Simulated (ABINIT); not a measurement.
TePb:

```
Pb Te
1.0
     0.00000    3.23100    3.23100
     3.23100    0.00000    3.23100
     3.23100    3.23100    0.00000
Pb Te
1 1
Direct
  0.00000 0.00000 0.00000
  0.50000 0.50000 0.50000
```

```yaml
Program: ABINIT 10.8.3 (patched build)
Task: relaxation of cell and atoms
Functional: PBE
Potentials_or_basis: JTH PAW PBE v2.0
Cutoff: 599 eV
k_mesh: 7 × 7 × 7
Occupations: fermi-dirac, width 0.05 eV
Spin: no spin polarisation
```

At the start: pressure 2.1 GPa; volume 33.73 Å³/atom.

Where does the relaxation end?

Over 4 steps the energy falls by 10.6 meV/atom and the volume is 35.41 Å³/atom (+5.0 %); space group Fm-3m (No. 225, to 0.05 Å).

Step by step:
```csv
step,energy change (eV),largest force (eV/Å),pressure (GPa),volume (Å³)
1,0.0000,0.0000,2.10,67.46
2,-0.0053,0.0000,1.80,67.89
3,-0.0211,0.0000,0.12,70.63
4,-0.0212,0.0000,0.01,70.83
```

Final structure:
```xyz
2
Lattice="0.0000 3.2839 3.2839 3.2839 0.0000 3.2839 3.2839 3.2839 0.0000" Properties=species:S:1:pos:R:3 pbc="T T T"
Pb    0.0000    0.0000    0.0000
Te    3.2839    3.2839    3.2839
```
